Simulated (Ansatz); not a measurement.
## CdO (Monteponite) under changes of volume

One of the cells (12.970 Å³/atom); the others are scaled copies at fixed shape and fractional positions:

```
Cd O
1.0
     0.00000    2.34950    2.34950
     2.34950    0.00000    2.34950
     2.34950    2.34950    0.00000
Cd O
1 1
Direct
  0.00000 0.00000 0.00000
  0.50000 0.50000 0.50000
```

```yaml
Program: Ansatz 0.2.0
Functional: HSE06
Potentials_or_basis: Ansatz PAW
Cutoff: "420 eV (not typed: the program's choice for these potentials)"
k_mesh: 6 × 6 × 6
Occupations: fermi-dirac, width 0.05 eV
Spin: no spin polarisation
```

```tsv
volume (Å³/atom)	energy over the lowest point (meV/atom)	pressure (GPa)	gap on the mesh (eV)
12.191	27.38	11.2	1.08
12.451	12.48	7.2	1.02
12.710	3.62	3.7	0.97
12.970	0.00	0.6	0.91
13.229	?	?	?
13.488	6.94	-4.7	0.81
13.748	16.53	-6.9	0.76
```

Problem. What does the run at 13.229 Å³/atom give?

Solution. Energy over the lowest point 1.46 meV/atom; pressure -2.2 GPa; gap on the mesh 0.86 eV.

Worked out: A Birch-Murnaghan fit of order 3 (a polynomial in V^(-2/3)) to the other rows has its minimum at 13.03 Å³/atom with B0 = V·E''(V) = 146 GPa and B' = 4.1. It gives 1.30 meV/atom at 13.229 Å³/atom, against the run's 1.46, and -dE/dV = -2.2 GPa, against -2.2. A straight line through the other rows of the gap, of slope -2.66 eV per unit of ln V, gives 0.86 eV, against the run's 0.86.

Energies are extrapolated to zero smearing.

Caveats: the PAW data sets come from PBE, with cores solved anew for the run's functional, which leaves a small shift of forces and pressure; the thresholds are loose for stress.

A mesh can miss the band edges. Spin-orbit coupling on Cd is left out.
